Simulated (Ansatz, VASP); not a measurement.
**Two plane-wave programs on Se**

```xyz
1
Lattice="-1.3031 1.3031 3.5100 1.3031 -1.3031 3.5100 1.3031 1.3031 -3.5100" Properties=species:S:1:pos:R:3 pbc="T T T"
Se    0.0000    0.0000    0.0000
```

Alike in both runs: functional PBEsol; k mesh 8 × 8 × 8; occupations gaussian, width 0.1 eV; no spin polarisation.

Ansatz relaxed the structure, and its values are those at the end. VASP's run is a single point on that final structure, the one shown.

```csv
,VASP,Ansatz
version,VASP 6.6.1,Ansatz 0.2.0
potentials or method,"VASP PAW PBE potentials, release 64 (Se)","scalar-relativistic, plane waves, PAW"
plane-wave cutoff (eV),520,420
valence electrons in the cell,6,16
```

|  | VASP | Ansatz | Ansatz less VASP |
| --- | --- | --- | --- |
| gap on the k mesh at the Fermi level (eV) | none | none | - |
| pressure (GPa) | 0.3 | 0.2 | -0.10 |

A gap of «none» marks a metal or a gap that the smearing closes. The functional is the same, so the differences come from potentials, cutoffs and numerics. The two sets of potentials don't hold the same shells in valence.

Caveats: the k mesh is coarse (spacing up to 0.43 Å⁻¹), so the values aren't converged; the PAW data sets were made with another functional, which shifts forces and pressure a little (VASP).
